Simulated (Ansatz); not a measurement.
# Co (Co, fcc): the cost of one run

Method: DFT BLYP, plane waves (420 eV) with PAW, scalar-relativistic; PAW files made under PBE, frozen cores solved again for the functional, in Ansatz 0.2.0.

### 1 The structure to begin with

It takes space group Fm-3m (No. 225, cubic). The conventional cell has a = 3.538 Å, b = 3.538 Å, c = 3.538 Å, α = 90.00°, β = 90.00°, γ = 90.00°. Co (site symmetry m-3m) has 12 Co at 2.50 Å as nearest neighbours.

Structure file:

```cif
data_structure
_symmetry_space_group_name_H-M 'Fm-3m'
_symmetry_Int_Tables_number 225
_cell_length_a 3.5382
_cell_length_b 3.5382
_cell_length_c 3.5382
_cell_angle_alpha 90.000
_cell_angle_beta 90.000
_cell_angle_gamma 90.000
_cell_volume 44.29
loop_
_atom_site_label
_atom_site_type_symbol
_atom_site_symmetry_multiplicity
_atom_site_Wyckoff_symbol
_atom_site_fract_x
_atom_site_fract_y
_atom_site_fract_z
_atom_site_occupancy
Co1 Co 4 a 0.00000 0.00000 0.00000 1
```

The atoms start with moments of +1.7 μB.

### 2 Relaxation of the cell

The input, input.yaml:

```yaml
crystal:
  lattice:
    - [0.0, 1.7691019796, 1.7691019796]
    - [1.7691019796, 0.0, 1.7691019796]
    - [1.7691019796, 1.7691019796, 0.0]
  atoms:
    - { symbol: Co, position: [0.0, 0.0, 0.0], spin: 1.7 }
hamiltonian:
  xc: blyp
  pseudopotentials:
    kind: paw
    azcp:
      Co: "pseudopotentials/Co.paw.azcp"
basis:
  ecutwfc: 420
  fft_grid_basis: typed
kpoints:
  mp_grid: { grid: [15, 15, 15], shift: [0, 0, 0] }
magnetization:
  spin_polarized: true
scf:
  occupations: { method: fermi_dirac, width: 0.05 }
relax:
  max_steps: 60
  f_tol: 0.01
  cell: {}
```

What time and memory should one allow on 2 threads of Arm Neoverse V1, shared host?

About 12 s, with a peak of 0.3 GiB.
